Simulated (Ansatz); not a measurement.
# Sm (dhcp)

The computed numbers are results of PBE, scalar-relativistic (collinear spin) in the plane-wave PAW code Ansatz at 420 eV, Γ-centred 12×12×4 mesh, 0.05 eV Gaussian smearing. The datasets are Ansatz's generated set soft_2.

```cif
data_structure
_symmetry_space_group_name_H-M 'P6_3/mmc'
_symmetry_Int_Tables_number 194
_cell_length_a 3.8056
_cell_length_b 3.8056
_cell_length_c 12.3411
_cell_angle_alpha 90.000
_cell_angle_beta 90.000
_cell_angle_gamma 120.000
_cell_volume 154.79
loop_
_atom_site_label
_atom_site_type_symbol
_atom_site_symmetry_multiplicity
_atom_site_Wyckoff_symbol
_atom_site_fract_x
_atom_site_fract_y
_atom_site_fract_z
_atom_site_occupancy
Sm1 Sm 2 a 0.00000 0.00000 0.00000 1
Sm2 Sm 2 c 0.33333 0.66667 0.25000 1
```

At room temperature and ambient pressure Sm takes another structure.

Magnetic state: ferromagnetic, site spin moments Sm 6.17, 6.16 μB.

The pressure at this geometry is 0.1 GPa.

Which orbitals carry the states at the Fermi level, and how many states are there?

Within 0.1 eV of it: Sm 4f 88 %, Sm 5d 11 % (shares among the projected shells). The Fermi level sits on a steep edge: the density of states is 34.3, 38.7 and 16.9 states/eV per cell at −0.1, 0 and +0.1 eV.

Density of states (tetrahedra, averaged over 0.3 eV; states/eV per cell of 4 atoms; energy in eV from the Fermi level):

```csv
E (eV),DOS
-4.60,0.0
-4.30,0.1
-4.00,0.2
-3.70,0.2
-3.40,0.3
-3.10,0.5
-2.80,0.7
-2.50,0.9
-2.20,1.2
-1.90,2.0
-1.60,2.6
-1.30,3.2
-1.00,3.7
-0.70,7.3
-0.40,55.3
-0.10,35.9
0.20,10.8
0.50,6.5
0.80,6.8
1.10,7.7
1.40,6.8
1.70,6.9
2.00,8.4
```

Scalar-relativistic only: spin–orbit splittings of the heavy atoms' levels are missing. Site moments are of spin, integrated over atomic spheres. Real Sm metal is trivalent (4f⁵); functionals without U can leave it nearly divalent and too large.

The state of the open shells isn't shown to be the lowest, and forces and pressures are less sure for it.
